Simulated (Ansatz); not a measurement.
# SrO (Fm-3m) in Ansatz: further runs

The runs below take SrO through band structure, with PBEsol.

Program: Ansatz 0.2.0. These are calculated values, not measurements. Logs are shortened: lines on timing, memory, paths and dates and some standing lists are left out, and cuts for length are marked.

### Step 1. The crystal as given

It takes space group Fm-3m (No. 225, cubic). Conventional cell: a = 5.133 Å, b = 5.133 Å, c = 5.133 Å, α = 90.00°, β = 90.00°, γ = 90.00°. Around Sr (site symmetry m-3m) lie 6 O at 2.57 Å. O (site symmetry m-3m) is surrounded by 6 Sr at 2.57 Å.

### Step 2. Band structure, PBEsol

input.yaml reads:

```yaml
crystal:
  lattice:
    - [0.0, 2.5663, 2.5663]
    - [2.5663, 0.0, 2.5663]
    - [2.5663, 2.5663, 0.0]
  atoms:
    - { symbol: Sr, position: [0.5, 0.5, 0.5] }
    - { symbol: O, position: [0.0, 0.0, 0.0] }
kpoints:
  mp_grid: { grid: [7, 7, 7] }
  band_path:
    path:
      - [0.0, 0.0, 0.0]
      - [0.5, 0.0, 0.5]
      - [0.5, 0.25, 0.75]
      - [0.375, 0.375, 0.75]
      - [0.0, 0.0, 0.0]
      - [0.5, 0.5, 0.5]
      - [0.625, 0.25, 0.625]
      - [0.5, 0.25, 0.75]
    npoints: 12
scf:
  occupations: { method: fermi_dirac, width: 0.05 }
hamiltonian:
  xc: pbesol
  pseudopotentials: { kind: all_electron, lapw: { basis_error: 0.001 } }
output:
  forces: true
  stress: true
  eigenvalues: true
```

Potentials or basis: all-electron LAPW, scalar-relativistic.

Run with:

```
$ ansatz run input.yaml --threads 1 --pin off --max-ram 3072MiB --backend cpu --events-out ev --progress --plain --runs-dir out
```

The log of the run:

```text
Warning: RAYON_NUM_THREADS=1 ignored (pool sized by the plan → 1); use --threads N
LAPW: plane waves up to 7.549 Å⁻¹, error target 1.0e-3 eV per atom; small_component_spin mean_spin; O in spheres of 1.241 Å, 6 of its electrons in bands, Dirac shells []; Sr in spheres of 1.325 Å, 28 of its electrons in bands, Dirac shells [] (how accurate: hamiltonian.pseudopotentials.lapw.basis_error, Limitations)
Engine: ansatz 0.2.0, x86_64-unknown-linux-gnu
Pseudopotentials: kind: all_electron
Pseudopotential: Sr, LAPW, valence charge 28, lapw/all_electron/scalar/gaussian/Sr, Koelling and Harmon's equation, gaussian nucleus
Pseudopotential: O, LAPW, valence charge 6, lapw/all_electron/scalar/gaussian/O, Koelling and Harmon's equation, gaussian nucleus
Functional definition: PBEsol
  exchange = pbesol_x
  correlation = pbesol_c
Crystal: 2 atoms, lattice volume = 33.803 Å³
Basis set: ecut = 217.1301316171133 eV, 259 PW (Γ), exchange–correlation at level 2
Bands: 21, of which v1, the nominal top of the filled ones, is band 17 counted from 1 (16 counted from 0)
Symmetry: 48 space group operations
Space group: Fm-3m (ITA 225), of the structure as read, at distance tolerance 3.2e-5 Å
k-points: 20 of 343
Non-local potential: Sr, projectors of the file, none
Non-local potential: O, projectors of the file, none
Initial density: superposition of atomic densities (chi_scale 0.1, normalization cell, long waves kept (reshape's long-wave potential 0.00 eV rms))
Initial wavefunctions: plane waves of lowest kinetic energy (no species holds an atomic orbital)
Functional: x = pbesol(κ = 0.804, μ = 0.12345679012345678), c = pbesol(β = 0.046)
iter 1 solved again at ethr=7.42e-3 eV; its pass at ethr=1.00e-1 eV (dr2=2.52e0 eV) is discarded
SCF iter   1: F=—  HF=-88513.950933 eV  |F-HF|=—  |Δ(HF+E_count)|=         —  Δρ=6.98e-2  dr2=2.52e0  ethr=7.42e-3  ⟨swp⟩=2.0  Hψ=2596  notcnv=0
preconditioner: auto → none  [insulator: Δε(μ)=6.308 eV  Ē_g=17.222 eV  σ=0.050 eV  W_gap=1.00  n_scr=14 (ndim 8)  ℏωp=23.9 eV  f_vac=0.000  D(μ)=0.00/eV (n_scr^D=0)  ε∞_Penn≈2.9]
SCF iter   2: F=—  HF=-88513.351824 eV  |F-HF|=—  |Δ(HF+E_count)|=   5.99e-1  Δρ=3.85e-2  dr2=7.14e-1  ethr=7.41e-3  ⟨swp⟩=3.0  Hψ=1323  notcnv=0
SCF iter   3: F=—  HF=-88512.004364 eV  |F-HF|=—  |Δ(HF+E_count)|=    1.35e0  Δρ=1.82e-2  dr2=1.72e-1  ethr=2.10e-3  ⟨swp⟩=3.0  Hψ=1322  notcnv=0
SCF iter   4: F=—  HF=-88512.037981 eV  |F-HF|=—  |Δ(HF+E_count)|=         —  Δρ=1.55e-2  dr2=1.30e-1  ethr=5.06e-4  ⟨swp⟩=3.0  Hψ=1372  notcnv=0
the basis was enlarged: its passes take 33.2 KiB over the memory plan, 1 of 1 planned eigensolver slots
SCF iter   5: F=—  HF=-88511.975569 eV  |F-HF|=—  |Δ(HF+E_count)|=   6.24e-2  Δρ=5.16e-3  dr2=1.44e-2  ethr=3.83e-4  ⟨swp⟩=2.0  Hψ=1201  notcnv=0
iter 6 solved again at ethr=1.32e-7 eV; its pass at ethr=4.22e-5 eV (dr2=4.50e-5 eV) is discarded
SCF iter   6: F=—  HF=-88511.967805 eV  |F-HF|=—  |Δ(HF+E_count)|=   7.76e-3  Δρ=2.85e-4  dr2=4.49e-5  ethr=1.32e-7  ⟨swp⟩=2.7  Hψ=2087  notcnv=0
SCF iter   7: F=—  HF=-88511.967758 eV  |F-HF|=—  |Δ(HF+E_count)|=   4.77e-5  Δρ=7.65e-5  dr2=3.16e-6  ethr=1.32e-7  ⟨swp⟩=2.0  Hψ=1200  notcnv=0
SCF iter   8: F=-88511.967786 eV  HF=-88511.967786 eV  |F-HF|=2.49e-8  |Δ(HF+E_count)|=   2.85e-5  Δρ=6.34e-6  dr2=1.96e-8  ethr=9.31e-9  ⟨swp⟩=2.1  Hψ=1202  notcnv=0
SCF 1 converged in 8 iterations: F = -88511.967786 eV  dr2 = 1.96e-8
NSCF: frozen V_eff on 85 k-points
SCF converged after 8 iterations
Free energy (F): -88511.967786 eV
Harris-Foulkes:  -88511.967786 eV  (|F-HF|=2.49e-8)
Internal energy: -88511.967786 eV  (E = F + TS)
E sigma→0 (E₀):  -88511.967786 eV
Fermi energy:    10.957825 eV
--- Per-component energies (eV) ---
  E_band       = -3184.103090
  E_kinetic    = 91064.875529
  E_xc         = -3038.540130
  E_electrostatic = -176538.303185  (all electrons and nuclei)
  E_smearing   = -0.000000  (= −TS)
  E_closure    = 0.000000  (closes the sum)
  E_atoms      = -88499.320332  (free atoms, spherical and without spin; not in F)
  Σ components = -88511.967786   (vs F -88511.967786, Δ=0.00e0)
  Basis errors (estimates in eV, not in F): energy 4.2e-4 per atom: plane waves 3.8e-4 (2.0e-4 summed), levels above the bands 8.7e-61, relativity 1.4e-8, radial functions 4.0e-5, core shells 2.9e-8; eigenvalues (radial functions only) 1.8e-5; not estimated: angular momenta, meshes, grids; target (lapw.basis_error) 1.0e-3; muffin-tin radii O 1.241 Å, Sr 1.325 Å
--- Forces (eV/Å), atoms counted from 1 ---
  atom   1  Sr    -0.00000000     0.00000000     0.00000000
  atom   2  O      0.00000000     0.00000000    -0.00000000
  max |Σ_I F_I| component: 5.59e-31 eV/Å
--- Stress (GPa, compression-positive) ---
       -0.548005       0.000000       0.000000
        0.000000      -0.548005       0.000000
        0.000000       0.000000      -0.548005
  P = ⅓ Tr σ = -0.5480 GPa (-5.480 kbar)
--- Band table (eV; the first three rows and the last of 20) ---
  k-point 0: bands = ["-314.7588", "-237.3601", "-237.3601", "-237.3601", "-109.5616", "-109.5616", "-109.5616", "-109.5570", "-109.5570", "-22.8455", "-5.6751", "-4.4926", "-4.4926", "-4.4926", "9.3007", "9.3007", "9.3007", "13.1902", "15.5224", "15.5224", "15.5224"]
  k-point 1: bands = ["-314.7588", "-237.3601", "-237.3601", "-237.3601", "-109.5616", "-109.5616", "-109.5616", "-109.5570", "-109.5570", "-22.8186", "-6.1151", "-4.5089", "-4.5089", "-4.1195", "8.7209", "9.0502", "9.0502", "14.0900", "15.3161", "15.9219", "15.9219"]
  k-point 2: bands = ["-314.7588", "-237.3601", "-237.3601", "-237.3601", "-109.5616", "-109.5616", "-109.5616", "-109.5570", "-109.5570", "-22.7572", "-6.7545", "-4.5450", "-4.5450", "-3.6311", "7.7769", "8.5571", "8.5571", "15.3343", "15.9000", "16.9717", "16.9717"]
  k-point 19: bands = ["-314.7588", "-237.3601", "-237.3601", "-237.3601", "-109.5616", "-109.5616", "-109.5616", "-109.5570", "-109.5570", "-22.6593", "-6.4510", "-5.2441", "-4.9795", "-3.9290", "8.1358", "8.7648", "8.8613", "14.8276", "15.9645", "18.1141", "20.0451"]
```

It took 5.6 s on 1 thread of Intel Xeon Platinum 8488C (Sapphire Rapids), shared host; peak memory 0.29 GiB.

Results:

```yaml
Free_energy: -88511.9678 eV
Pressure: -0.5 GPa
Band_gap_on_the_k_mesh: 3.29 eV, indirect (least direct gap 3.38 eV)
Band_gap_along_the_path: 3.20 eV, indirect (least direct gap 3.27 eV)
```

Levels at the corners of the path, in eV from the valence-band top:
| point | band 14 | band 15 | band 16 | band 17 | band 18 | band 19 | band 20 | band 21 |
| --- | --- | --- | --- | --- | --- | --- | --- | --- |
| Γ | -13.79 | 0.00 | 0.00 | 0.00 | 3.89 | 6.22 | 6.22 | 6.22 |
| X | -14.18 | -0.40 | -0.07 | -0.07 | 3.20 | 7.85 | 10.21 | 10.28 |
| W | -13.23 | -1.13 | -0.42 | -0.42 | 5.98 | 5.98 | 8.69 | 11.28 |
| K | -13.42 | -0.96 | -0.56 | -0.45 | 4.73 | 7.87 | 8.80 | 10.26 |
| Γ | -13.79 | 0.00 | 0.00 | 0.00 | 3.89 | 6.22 | 6.22 | 6.22 |
| L | -12.62 | -2.21 | -1.14 | -1.14 | 6.55 | 8.29 | 8.92 | 8.92 |
| U | -13.42 | -0.96 | -0.56 | -0.45 | 4.73 | 7.87 | 8.80 | 10.26 |
| W | -13.23 | -1.13 | -0.42 | -0.42 | 5.98 | 5.98 | 8.69 | 11.28 |

Caveat: the mesh misses the band edges, which the band path finds closer together.

### Step 3. Band structure, PBEsol, spin-orbit coupling, no magnetisation

Changes to input.yaml since step 2:

```diff
@@ -26,2 +26,5 @@
   pseudopotentials: { kind: all_electron, lapw: { basis_error: 0.001 } }
+magnetization:
+  noncollinear: true
+  spin_orbit: true
 output:
```

Potentials or basis: all-electron LAPW, relativistic spinors.

Run with:

```
$ ansatz run input.yaml --threads 1 --pin off --max-ram 3072MiB --backend cpu --events-out ev --progress --plain --runs-dir out
```

Wall time 37 s (1 thread of Intel Xeon Platinum 8488C (Sapphire Rapids), shared host); peak memory 0.4 GiB.

Results (log left out):

* Free energy: -88520.2837 eV
* Pressure: -0.6 GPa
* Band gap on the k mesh: 3.27 eV, indirect (least direct gap 3.34 eV)
* Band gap along the path: 3.18 eV, indirect (least direct gap 3.23 eV)

Levels at the corners of the path, in eV from the valence-band top:
```tsv
point	band 32	band 33	band 34	band 35	band 36	band 37
Γ	0.00	0.00	0.00	3.87	3.87	6.19
X	-0.13	-0.05	-0.05	3.18	3.18	7.83
W	-0.48	-0.39	-0.39	5.96	5.96	5.96
K	-0.59	-0.46	-0.46	4.71	4.71	7.85
Γ	0.00	0.00	0.00	3.87	3.87	6.19
L	-1.16	-1.15	-1.15	6.53	6.53	8.27
U	-0.59	-0.46	-0.46	4.71	4.71	7.85
W	-0.48	-0.39	-0.39	5.96	5.96	5.96
```

Caveat: the mesh misses the band edges, which the band path finds closer together.

### Step 4. Band structure, PBEsol

Changes to input.yaml since step 3:

```diff
@@ -9,3 +9,3 @@
 kpoints:
-  mp_grid: { grid: [7, 7, 7] }
+  mp_grid: { grid: [9, 9, 9] }
   band_path:
@@ -26,5 +26,2 @@
   pseudopotentials: { kind: all_electron, lapw: { basis_error: 0.001 } }
-magnetization:
-  noncollinear: true
-  spin_orbit: true
 output:
```

Potentials or basis: all-electron LAPW, scalar-relativistic.

Run with:

```
$ ansatz run input.yaml --threads 1 --pin off --max-ram 3072MiB --backend cpu --events-out ev --progress --plain --runs-dir out
```

Wall time 9.8 s (1 thread of Arm Neoverse V1, shared host); peak memory 0.24 GiB.

It converged, with:

* Free energy: -88511.9678 eV
* Pressure: -0.5 GPa
* Band gap on the k mesh: 3.26 eV, indirect (least direct gap 3.34 eV)
* Band gap along the path: 3.20 eV, indirect (least direct gap 3.27 eV)

Levels at the corners of the path, in eV from the valence-band top:
```
point  band 15  band 16  band 17  band 18  band 19  band 20
    Γ     0.00     0.00     0.00     3.89     6.22     6.22
    X    -0.40    -0.07    -0.07     3.20     7.85    10.21
    W    -1.13    -0.42    -0.42     5.98     5.98     8.69
    K    -0.96    -0.56    -0.45     4.73     7.87     8.80
    Γ     0.00     0.00     0.00     3.89     6.22     6.22
    L    -2.21    -1.14    -1.14     6.55     8.29     8.93
    U    -0.96    -0.56    -0.45     4.73     7.87     8.80
    W    -1.13    -0.42    -0.42     5.98     5.98     8.69
```

Expect the measured gap to be larger: semilocal functionals such as PBEsol lack the derivative discontinuity.

### Step 5. Summary

```csv
potentials or basis,spin,k mesh,cutoff (eV),gap on the mesh (eV),pressure (GPa)
"all-electron LAPW, scalar-relativistic",off,7 × 7 × 7,217,3.29,-0.5
"all-electron LAPW, relativistic spinors","SOC, no magnetisation",7 × 7 × 7,221,3.27,-0.6
"all-electron LAPW, scalar-relativistic",off,9 × 9 × 9,217,3.26,-0.5
```

Alike in all rows: task band structure; level PBEsol; cell as given; smearing fermi-dirac 0.05 eV; basis error allowed 0.001 eV/atom.

Caveats: the mesh misses the band edges, which the band path finds closer together (some runs).

Compare energies only between runs with the same functional and basis.
